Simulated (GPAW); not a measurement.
## zigzag Cr chain, bond 2.497 A: a ladder in the smearing

Aim: see how far moments and order energies of zigzag Cr chain, bond 2.497 A move with the smearing, and what each rung costs.

Calculated with GPAW 26.7.0; PBE; plane waves with GPAW's PAW setups, scalar-relativistic.

## Step 1: The structure

The cell holds 2 atoms: 2 Cr. Its edges and angles: a = 12.000 Å, b = 12.000 Å, c = 2.996 Å, α = 90.0°, β = 90.0°, γ = 90.0°. model lattice. Vacuum lies along a and b. The structure's axis is c.

Coordinates:

```cif
data_structure
_symmetry_space_group_name_H-M 'P 1'
_symmetry_Int_Tables_number 1
_cell_length_a 12.0000
_cell_length_b 12.0000
_cell_length_c 2.9964
_cell_angle_alpha 90.000
_cell_angle_beta 90.000
_cell_angle_gamma 90.000
_cell_volume 431.48
loop_
_atom_site_label
_atom_site_type_symbol
_atom_site_fract_x
_atom_site_fract_y
_atom_site_fract_z
_atom_site_occupancy
Cr1 Cr 0.41677 0.50000 0.00000 1
Cr2 Cr 0.58323 0.50000 0.50000 1
```

## Step 2: Rung 1 (width 0.4 eV), start ferro ++

A wide smearing converges easily but acts like a high temperature on the moments; each rung narrows it.

order1.py reads:

```python
import json
import numpy as np
from ase import Atoms
from ase.parallel import paropen, parprint
from gpaw import GPAW

atoms = Atoms(['Cr', 'Cr'],
    cell=[[12.0, 0.0, 0.0],
         [0.0, 12.0, 0.0],
         [0.0, 0.0, 2.9964]],
    scaled_positions=[[0.41676667, 0.5, 0.0],
         [0.58323333, 0.5, 0.5]],
    pbc=True,
    magmoms=[2.5, 2.5])
atoms.calc = GPAW(mode={'name': 'pw', 'ecut': 550},
    xc='PBE',
    kpts={'size': (1, 1, 10), 'gamma': True},
    occupations={'name': 'fermi-dirac', 'width': 0.4},
    convergence={'density': 1e-05, 'energy': 1e-05},
    maxiter=200,
    symmetry={'tolerance': 1e-4},
    txt='order1.txt')
e = atoms.get_potential_energy(force_consistent=True)
res = {'free_energy': e, 'energy_sigma0': atoms.get_potential_energy(), 'fermi_energy': atoms.calc.get_fermi_level()}
res['moments'] = atoms.get_magnetic_moments().tolist()
res['total'] = atoms.get_magnetic_moment()
parprint('site moments (muB):', np.round(res['moments'], 3))
parprint(f"total moment: {res['total']:.3f} muB")
parprint(f'free energy: {e:.6f} eV')
atoms.calc.write('order1.gpw')
with paropen('results.json', 'w') as f:
    json.dump(res, f)
```

Run with:

```console
OMP_NUM_THREADS=1 python3 order1.py > order1.log
```

The program printed:

```text
site moments (muB): [3.069 3.069]
total moment: 7.716 muB
free energy: -13.468756 eV

--- order1.txt ---
Input parameters:
  mode=PW(ecut=550),
  convergence={'density': 1e-05, 'energy': 1e-05},
  kpts=MonkhorstPack(size=(1, 1, 10), gamma=True),
  maxiter=200,
  occupations=Occupations(name='fermi-dirac', width=0.4),
  symmetry=Symmetry(tolerance=0.0001),
  xc=XC(name='PBE')

Diagonalizing LCAO Hamiltonian
Converting LCAO to pw mode
        .----------------------------.
       /|                            |
      / |                            |
     /  |                            |
    /   .----------------------------.
   /   /                            /
  /   /              Cr            /
 *   /                            /
 |  /            Cr              /
 | /                            /
 |/                            /
 *----------------------------*

Atoms  # Å, Bohr magnetons
|   | symbol |        x |        y |        z |    initial magnetic moments |
|---|--------|----------|----------|----------|-----------------------------|
| 0 |     Cr | 5.001200 | 6.000000 | 0.000000 | ( 0.0000,  0.0000,  2.5000) |
| 1 |     Cr | 6.998800 | 6.000000 | 1.498200 | ( 0.0000,  0.0000,  2.5000) |

Unit cell  # Å
| periodic |         x |         y |        z |   lengths |    angles |
|----------|-----------|-----------|----------|-----------|-----------|
|      yes | 12.000000 |  0.000000 | 0.000000 | 12.000000 | 90.000000 |
|      yes |  0.000000 | 12.000000 | 0.000000 | 12.000000 | 90.000000 |
|      yes |  0.000000 |  0.000000 | 2.996400 |  2.996400 | 90.000000 |

Number of symmetries: 4

BZ-sampling:
  Number of BZ points: 10
  Number of IBZ points: 6

  Monkhorst-Pack size: [1, 1, 10]
  Monkhorst-Pack shift: [0.0, 0.0, 0.05]

Plane wave coefficients: 12724
Cutoff: 550.0 eV

Spin-components: 2 (collinear spins)
Bands:           15
Projectors:      12
Spin-degeneracy: 1
Datatype:        complex128

Parallelization:
  kpt:    1
  domain: 1
  band:   1

Density:
  Valence electrons: 12.0
  Components: 2
  Grid points: [70 70 18]
  Charge: 0.0  # |e|

Potential:
  Grid points: [70 70 18]

[... setups left out ...]
Reference energy: -57164.754899  # eV

eigensolver:
  PPCG
  Converge bands: occupied
  niter=2

density mixing:
  MSR1-Mixer
  Pratt-step length: 0.05
  Maximum mixing coefficient: 0.75
  Old densities: 10
  SVD Regularization: 0.005
  Good broyden scale: 1.0
  Trust region scale: 1.0
  Backstep threshold: 4.0
  History deletion threshold: 6.0
  Fourier metric: weight=20.0, sigma=0.015

occupation numbers:
  Fermi-Dirac:
    width: 0.4000  # eV

poisson solver:
  ecut: 4400.0  # eV

xc functional:
  name: PBE with 2 nearest neighbor stencil

convergence criteria:
- Maximum integral of absolute [dens]ity change: 1e-05 electrons / valence electron
- Maximum [total energy] change in last 3 cyles: 1e-05 eV / valence electron
- Maximum integral of absolute [eigenst]ate change: 4e-08 eV^2 / valence electron
maximum number of iterations: 200

SCF iterations
|iter     |      energy | eigst |  dens |  magmom |
|---------|-------------|-------|-------|---------|
|iter:   1|       0s |  -14.777625 | +0.44 |       |  +4.9923|
|iter:   2|       3s |  -13.758074 | -1.09 | -0.33 |  +5.0060|
|iter:   3|       6s |  -11.941693 | +0.18 | -0.39 |  +5.1348|
|iter:   4|       9s |  -11.813574 | -0.41 | -0.72 |  +5.2759|
|iter:   5|      11s |  -13.979441 | -0.77 | -0.86 |  +5.6415|
|iter:   6|      14s |  -11.933689 | -0.73 | -0.33 |  +5.5997|
|iter:   7|      17s |  -12.024101 | -1.58 | -0.94 |  +5.9253|
|iter:   8|      20s |  -12.219516 | -1.47 | -1.09 |  +6.7166|
|iter:   9|      23s |  -12.171952 | -1.91 | -1.12 |  +6.5841|
|iter:  10|      25s |  -12.293513 | -2.05 | -1.33 |  +7.2967|
|iter:  11|      28s |  -12.321719 | -2.66 | -1.38 |  +7.5455|
|iter:  12|      31s |  -12.321561 | -3.34 | -1.79 |  +7.5617|
|iter:  13|      34s |  -12.338948 | -3.54 | -2.14 |  +7.7200|
|iter:  14|      37s |  -12.332833 | -3.91 | -2.48 |  +7.6763|
|iter:  15|      40s |  -12.336870 | -4.61 | -2.77 |  +7.7099|
|iter:  16|      43s |  -12.337274 | -5.12 | -3.12 |  +7.7160|
|iter:  17|      45s |  -12.336982 | -5.61 | -3.60 |  +7.7139|
|iter:  18|      48s |  -12.337208 | -6.04 | -3.76 |  +7.7159|
|iter:  19|      51s |  -12.337243 | -6.52 | -4.19 |  +7.7162|
|iter:  20|      54s |  -12.337220c| -6.96 | -4.58 |  +7.7159|
|iter:  21|      56s |  -12.337227c| -7.24 | -4.95 |  +7.7160|
|iter:  22|      58s |  -12.337222c| -7.58c| -5.24c|  +7.7160|

Converged in 22 steps
Energy contributions relative to reference atoms: (reference = -57164.754899)

Energy contributions:
  Kinetic:          -3.349530
  Coulomb:          -0.610674
  Zero:              0.081083
  External:          0.000000
  Xc:               -7.326567
  Entropy:          -2.263068
  Spinorbit:         0.000000
  ----------------------------
  Free energy:     -13.468756
  Extrapolated:    -12.337222

dipole moment: (0.000132, 0.000130, -7.158410)  # |e|*Ang

Total magnetic moment: (0.000000, 0.000000, 7.715954)

Local magnetic moments
|        x |        y |        z |
|----------|----------|----------|
| 0.000000 | 0.000000 | 3.068854 |  # Cr   0
| 0.000000 | 0.000000 | 3.068855 |  # Cr   1

Fermi level: -2.824
Eigenvalues  # (at kpt = [0.000, 0.000, 0.000])
| band index |      eig [eV] | occ [0-1] |      eig [eV] | occ [0-1] |
|------------|---------------|-----------|---------------|-----------|
|          0 |        -7.002 |     1.000 |        -5.728 |     0.999 |
|          1 |        -5.785 |     0.999 |        -3.926 |     0.940 |
|          2 |        -4.829 |     0.993 |        -2.382 |     0.249 |
|          3 |        -4.533 |     0.986 |        -1.829 |     0.077 |
|          4 |        -4.456 |     0.983 |        -1.810 |     0.073 |
|          5 |        -3.616 |     0.879 |        -1.688 |     0.055 |
|          6 |        -3.612 |     0.878 |        -0.963 |     0.009 |
|          7 |        -3.581 |     0.869 |        -0.866 |     0.007 |
|          8 |        -3.416 |     0.815 |        -0.787 |     0.006 |
|          9 |        -3.403 |     0.810 |        -0.489 |     0.003 |
|         10 |        -3.064 |     0.646 |        -0.443 |     0.003 |
|         11 |        -2.313 |     0.218 |        -0.052 |     0.001 |
|         12 |        -2.216 |     0.179 |         0.166 |     0.001 |
|         13 |        -1.130 |     0.014 |         0.731 |     0.000 |
|         14 |         0.420 |     0.000 |         0.896 |     0.000 |

No gap
No difference between direct/indirect transitions
```

The job ended after 64 s (1 MPI rank of Intel Xeon Platinum 8488C (Sapphire Rapids), shared host; peak memory 0.4 GiB).

Numbers from this step:

```yaml
magnetization: 7.716 μB
final_state: ferromagnetic
largest_moment: 3.069 μB
```

After 22 cycles the largest moment stands at 3.07 μB.

## Step 3: Rung 1 (width 0.4 eV), start antiferro +-

The second start gives the energy difference between the two end states, the quantity that is followed up the ladder.

order2.py is the script of step 2 with these lines changed:

```diff
@@ -13,3 +13,3 @@
     pbc=True,
-    magmoms=[2.5, 2.5])
+    magmoms=[2.5, -2.5])
 atoms.calc = GPAW(mode={'name': 'pw', 'ecut': 550},
@@ -21,3 +21,3 @@
     symmetry={'tolerance': 1e-4},
-    txt='order1.txt')
+    txt='order2.txt')
 e = atoms.get_potential_energy(force_consistent=True)
@@ -29,3 +29,3 @@
 parprint(f'free energy: {e:.6f} eV')
-atoms.calc.write('order1.gpw')
+atoms.calc.write('order2.gpw')
 with paropen('results.json', 'w') as f:
```

Run with:

```console
OMP_NUM_THREADS=1 python3 order2.py > order2.log
```

The program printed:

```text
site moments (muB): [ 3.401 -3.401]
total moment: 0.000 muB
free energy: -14.414707 eV

--- order2.txt ---
Input parameters:
  mode=PW(ecut=550),
  convergence={'density': 1e-05, 'energy': 1e-05},
  kpts=MonkhorstPack(size=(1, 1, 10), gamma=True),
  maxiter=200,
  occupations=Occupations(name='fermi-dirac', width=0.4),
  symmetry=Symmetry(tolerance=0.0001),
  xc=XC(name='PBE')

Diagonalizing LCAO Hamiltonian
Converting LCAO to pw mode
        .----------------------------.
       /|                            |
      / |                            |
     /  |                            |
    /   .----------------------------.
   /   /                            /
  /   /              Cr            /
 *   /                            /
 |  /            Cr              /
 | /                            /
 |/                            /
 *----------------------------*

Atoms  # Å, Bohr magnetons
|   | symbol |        x |        y |        z |    initial magnetic moments |
|---|--------|----------|----------|----------|-----------------------------|
| 0 |     Cr | 5.001200 | 6.000000 | 0.000000 | ( 0.0000,  0.0000,  2.5000) |
| 1 |     Cr | 6.998800 | 6.000000 | 1.498200 | ( 0.0000,  0.0000, -2.5000) |

Number of symmetries: 4

BZ-sampling:
  Number of BZ points: 10
  Number of IBZ points: 6

  Monkhorst-Pack size: [1, 1, 10]
  Monkhorst-Pack shift: [0.0, 0.0, 0.05]

Plane wave coefficients: 12724
Cutoff: 550.0 eV

Spin-components: 2 (collinear spins)
Bands:           12
Projectors:      12
Spin-degeneracy: 1
Datatype:        complex128

Parallelization:
  kpt:    1
  domain: 1
  band:   1

Density:
[...]
|iter:  17|      38s |  -13.738026c| -6.30 | -4.54 |  -0.0000|
|iter:  18|      40s |  -13.738035c| -6.67 | -4.90 |  -0.0000|
|iter:  19|      42s |  -13.738029c| -6.97 | -5.06c|  -0.0000|
|iter:  20|      44s |  -13.738030c| -7.31 | -5.27c|  -0.0000|
|iter:  21|      46s |  -13.738031c| -7.57c| -5.61c|  +0.0000|

Converged in 21 steps
Energy contributions relative to reference atoms: (reference = -57164.754899)

Energy contributions:
  Kinetic:          -4.678153
  Coulomb:           0.285903
  Zero:              0.084297
  External:          0.000000
  Xc:               -8.753404
  Entropy:          -1.353351
  Spinorbit:         0.000000
  ----------------------------
  Free energy:     -14.414707
  Extrapolated:    -13.738031

dipole moment: (0.000133, 0.000130, -7.150418)  # |e|*Ang

Total magnetic moment: (0.000000, 0.000000, 0.000001)

Local magnetic moments
|        x |        y |         z |
|----------|----------|-----------|
| 0.000000 | 0.000000 |  3.400809 |  # Cr   0
| 0.000000 | 0.000000 | -3.400809 |  # Cr   1

Fermi level: -2.743
Eigenvalues  # (at kpt = [0.000, 0.000, 0.000])
| band index |      eig [eV] | occ [0-1] |      eig [eV] | occ [0-1] |
|------------|---------------|-----------|---------------|-----------|
|          0 |        -6.457 |     1.000 |        -6.457 |     1.000 |
|          1 |        -5.013 |     0.997 |        -5.013 |     0.997 |
|          2 |        -4.245 |     0.977 |        -4.245 |     0.977 |
|          3 |        -4.098 |     0.967 |        -4.098 |     0.967 |
|          4 |        -3.756 |     0.927 |        -3.756 |     0.927 |
[...]
|          8 |        -1.261 |     0.024 |        -1.261 |     0.024 |
|          9 |        -0.768 |     0.007 |        -0.768 |     0.007 |
|         10 |        -0.710 |     0.006 |        -0.710 |     0.006 |
|         11 |        -0.536 |     0.004 |        -0.536 |     0.004 |

No gap
No difference between direct/indirect transitions
```

Run time: 51 s. Hardware: 1 MPI rank; peak memory 0.4 GiB.

Numbers from this step:

- magnetization: 0 μB
- final state: antiferromagnetic
- largest moment: 3.401 μB

This start lies -473.0 meV a seeded atom from the first; its largest moment is 3.40 μB.

## Step 4: Rung 2 (width 0.2 eV), start ferro ++

order1.py is the script of step 2 with these lines changed:

```diff
@@ -17,3 +17,3 @@
     kpts={'size': (1, 1, 10), 'gamma': True},
-    occupations={'name': 'fermi-dirac', 'width': 0.4},
+    occupations={'name': 'fermi-dirac', 'width': 0.2},
     convergence={'density': 1e-05, 'energy': 1e-05},
```

Run with:

```console
OMP_NUM_THREADS=1 python3 order1.py > order1.log
```

The program printed:

```text
site moments (muB): [3.441 3.441]
total moment: 8.791 muB
free energy: -12.671969 eV

--- order1.txt ---
Input parameters:
  mode=PW(ecut=550),
  convergence={'density': 1e-05, 'energy': 1e-05},
  kpts=MonkhorstPack(size=(1, 1, 10), gamma=True),
  maxiter=200,
  occupations=Occupations(name='fermi-dirac', width=0.2),
  symmetry=Symmetry(tolerance=0.0001),
  xc=XC(name='PBE')

Diagonalizing LCAO Hamiltonian
[...]
|          3 |        -4.421 |     1.000 |        -1.537 |     0.003 |
|          4 |        -4.415 |     1.000 |        -1.453 |     0.002 |
[...]
|         11 |        -2.237 |     0.079 |         0.222 |     0.000 |
|         12 |        -2.214 |     0.071 |         0.705 |     0.000 |
|         13 |        -1.127 |     0.000 |         1.040 |     0.000 |
|         14 |         0.443 |     0.000 |         1.197 |     0.000 |

No gap
No difference between direct/indirect transitions


[key lines of the parts left out:]
Free energy:     -12.671969
Converged in 22 steps
dipole moment: (0.000131, 0.000130, -7.137033)  # |e|*Ang
Fermi level: -2.730
```

Elapsed: 65 s, on 1 MPI rank; peak memory 0.4 GiB.

Numbers from this step:

| Property | Result |
| --- | --- |
| magnetization | 8.791 μB |
| final state | ferromagnetic |
| largest moment | 3.441 μB |

The largest moment moves by +0.37 μB from rung 1, at 1.0 times its CPU time.

## Step 5: Rung 2 (width 0.2 eV), start antiferro +-

order2.py is the script of step 3 with these lines changed:

```diff
@@ -17,3 +17,3 @@
     kpts={'size': (1, 1, 10), 'gamma': True},
-    occupations={'name': 'fermi-dirac', 'width': 0.4},
+    occupations={'name': 'fermi-dirac', 'width': 0.2},
     convergence={'density': 1e-05, 'energy': 1e-05},
```

Run with:

```console
OMP_NUM_THREADS=1 python3 order2.py > order2.log
```

The program printed:

```text
site moments (muB): [ 3.528 -3.528]
total moment: -0.000 muB
free energy: -13.986153 eV

--- order2.txt ---
Input parameters:
  mode=PW(ecut=550),
  convergence={'density': 1e-05, 'energy': 1e-05},
  kpts=MonkhorstPack(size=(1, 1, 10), gamma=True),
  maxiter=200,
  occupations=Occupations(name='fermi-dirac', width=0.2),
  symmetry=Symmetry(tolerance=0.0001),
  xc=XC(name='PBE')

Diagonalizing LCAO Hamiltonian
[...]
|          3 |        -3.828 |     0.997 |        -3.828 |     0.997 |
|          4 |        -3.497 |     0.985 |        -3.497 |     0.985 |
[...]
|          8 |        -0.998 |     0.000 |        -0.998 |     0.000 |
|          9 |        -0.419 |     0.000 |        -0.419 |     0.000 |
|         10 |        -0.367 |     0.000 |        -0.367 |     0.000 |
|         11 |         0.566 |     0.000 |         0.566 |     0.000 |

No gap
No difference between direct/indirect transitions


[key lines of the parts left out:]
Free energy:     -13.986153
Converged in 20 steps
dipole moment: (0.000129, 0.000130, -7.135106)  # |e|*Ang
Fermi level: -2.659
```

Run time: 47 s. Hardware: 1 MPI rank; peak memory 0.4 GiB.

Numbers from this step:

| Property | Result |
| --- | --- |
| magnetization | 0 μB |
| final state | antiferromagnetic |
| largest moment | 3.528 μB |

This start lies -657.1 meV a seeded atom from the first, a change of -184.1 meV since rung 1; its largest moment is 3.53 μB.

## Step 6: Rung 3 (width 0.1 eV), start ferro ++

order1.py is the script of step 4 with these lines changed:

```diff
@@ -17,3 +17,3 @@
     kpts={'size': (1, 1, 10), 'gamma': True},
-    occupations={'name': 'fermi-dirac', 'width': 0.2},
+    occupations={'name': 'fermi-dirac', 'width': 0.1},
     convergence={'density': 1e-05, 'energy': 1e-05},
```

Run with:

```console
OMP_NUM_THREADS=1 python3 order1.py > order1.log
```

The program printed:

```text
site moments (muB): [3.536 3.536]
total moment: 9.029 muB
free energy: -12.497561 eV

--- order1.txt ---
Input parameters:
  mode=PW(ecut=550),
  convergence={'density': 1e-05, 'energy': 1e-05},
  kpts=MonkhorstPack(size=(1, 1, 10), gamma=True),
  maxiter=200,
  occupations=Occupations(name='fermi-dirac', width=0.1),
  symmetry=Symmetry(tolerance=0.0001),
  xc=XC(name='PBE')

Diagonalizing LCAO Hamiltonian
[...]
|          3 |        -4.459 |     1.000 |        -1.498 |     0.000 |
|          4 |        -4.360 |     1.000 |        -1.357 |     0.000 |
[...]
|         11 |        -2.252 |     0.007 |         0.259 |     0.000 |
|         12 |        -2.196 |     0.004 |         0.842 |     0.000 |
|         13 |        -1.141 |     0.000 |         1.060 |     0.000 |
|         14 |         0.461 |     0.000 |         1.274 |     0.000 |

No gap
No difference between direct/indirect transitions


[key lines of the parts left out:]
Free energy:     -12.497561
Converged in 21 steps
dipole moment: (0.000129, 0.000130, -7.128707)  # |e|*Ang
Fermi level: -2.755
```

Elapsed: 61 s, on 1 MPI rank; peak memory 0.4 GiB.

This step gave:

| Property | Result |
| --- | --- |
| magnetization | 9.029 μB |
| final state | ferromagnetic |
| largest moment | 3.536 μB |

The largest moment moves by +0.09 μB from rung 2, at 0.94 times its CPU time.

## Step 7: Rung 3 (width 0.1 eV), start antiferro +-

order2.py is the script of step 5 with these lines changed:

```diff
@@ -17,3 +17,3 @@
     kpts={'size': (1, 1, 10), 'gamma': True},
-    occupations={'name': 'fermi-dirac', 'width': 0.2},
+    occupations={'name': 'fermi-dirac', 'width': 0.1},
     convergence={'density': 1e-05, 'energy': 1e-05},
```

Run with:

```console
OMP_NUM_THREADS=1 python3 order2.py > order2.log
```

The program printed:

```text
site moments (muB): [ 3.548 -3.548]
total moment: -0.000 muB
free energy: -13.906756 eV

--- order2.txt ---
Input parameters:
  mode=PW(ecut=550),
  convergence={'density': 1e-05, 'energy': 1e-05},
  kpts=MonkhorstPack(size=(1, 1, 10), gamma=True),
  maxiter=200,
  occupations=Occupations(name='fermi-dirac', width=0.1),
  symmetry=Symmetry(tolerance=0.0001),
  xc=XC(name='PBE')

Diagonalizing LCAO Hamiltonian
[...]
|          3 |        -3.721 |     1.000 |        -3.721 |     1.000 |
|          4 |        -3.396 |     0.999 |        -3.396 |     0.999 |
[...]
|          8 |        -0.924 |     0.000 |        -0.924 |     0.000 |
|          9 |        -0.325 |     0.000 |        -0.325 |     0.000 |
|         10 |        -0.292 |     0.000 |        -0.292 |     0.000 |
|         11 |         0.672 |     0.000 |         0.672 |     0.000 |

No gap
No difference between direct/indirect transitions


[key lines of the parts left out:]
Free energy:     -13.906756
Converged in 19 steps
dipole moment: (0.000131, 0.000130, -7.130463)  # |e|*Ang
Fermi level: -2.656
```

Elapsed: 47 s, on 1 MPI rank; peak memory 0.4 GiB.

This step gave:

| Property | Result |
| --- | --- |
| magnetization | 0 μB |
| final state | antiferromagnetic |
| largest moment | 3.548 μB |

This start lies -704.6 meV a seeded atom from the first, a change of -47.5 meV since rung 2; its largest moment is 3.55 μB.

(Part 1 of 2 ends here.)

[Logs and program files are shortened in this print: banners, set-up blocks, solver, clock and traceback lines can be left out without a mark of their own.]

[Logs are printed without paths, hosts, clocks, repeated set-up lines and the standing remarks that a program may print on its own settings, such as how far it seeks lower states.]

[Hosts, paths, dates, database ids (printed as entryN), source tags and the programs' standing remarks are cut or masked in the printed files.]

[Where a cell is said to come from a database of computed structures, the database is the Materials Project.]
